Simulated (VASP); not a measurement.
A run of VASP 6.6.1 is set up as follows.

INCAR

```
SYSTEM = MnO
ALGO = Normal ; EDIFF = 1E-7
ENCUT = 520 ; GGA = PE
ISIF = 2 ; ISMEAR = 0
ISPIN = 2 ; LASPH = .TRUE.
LCHARG = .FALSE. ; LDAU = .TRUE.
LDAUJ = 0 0 ; LDAUL = 2 -1
LDAUPRINT = 1 ; LDAUTYPE = 2
LDAUU = 2 0 ; LMAXMIX = 4
LORBIT = 11 ; LREAL = .FALSE.
LWAVE = .FALSE. ; MAGMOM = 1.45 0
NELM = 100 ; PREC = Accurate
SIGMA = 0.05
```

Contents of KPOINTS:

```
k-points
0
G
  7 7 7
  0 0 0
```

POSCAR

```
MnO
1.0
    0.0000000000      2.4365134300      2.4365134300
    2.4365134300      0.0000000000      2.4365134300
    2.4365134300      2.4365134300      0.0000000000
Mn O
1 1
Direct
    0.0000000000      0.0000000000      0.0000000000
    0.2500000000      0.2500000000      0.2500000000
```

Potentials or basis: VASP PAW PBE potentials, release 64 (Mn_pv, O).

Command:

```console
$ cat potpaw_PBE.64/Mn_pv/POTCAR potpaw_PBE.64/O/POTCAR > POTCAR
$ mpirun -np 1 vasp_std > vasp.out
```

Q: Estimate the band gap on the k mesh.

A: None (metal or under the smearing width).

Q: Estimate the pressure.

A: -2.5 GPa.

Q: What does it give for the net moment?

A: 5.00 μB per cell.

Q: Predict the site moments.

A: Mn +4.54; O +0.13 μB.

Eigenvalues of the final occupation matrices:
```csv
site,spin,trace,eigenvalues
site 1 d,1,4.70,0.94 0.94 0.94 0.94 0.94
site 1 d,2,0.24,0.02 0.02 0.06 0.06 0.06
```

Caveat: a cell with one magnetic atom can't hold antiferromagnetic order, which such compounds often take. The state reached can hang on the start; a lower one may exist.
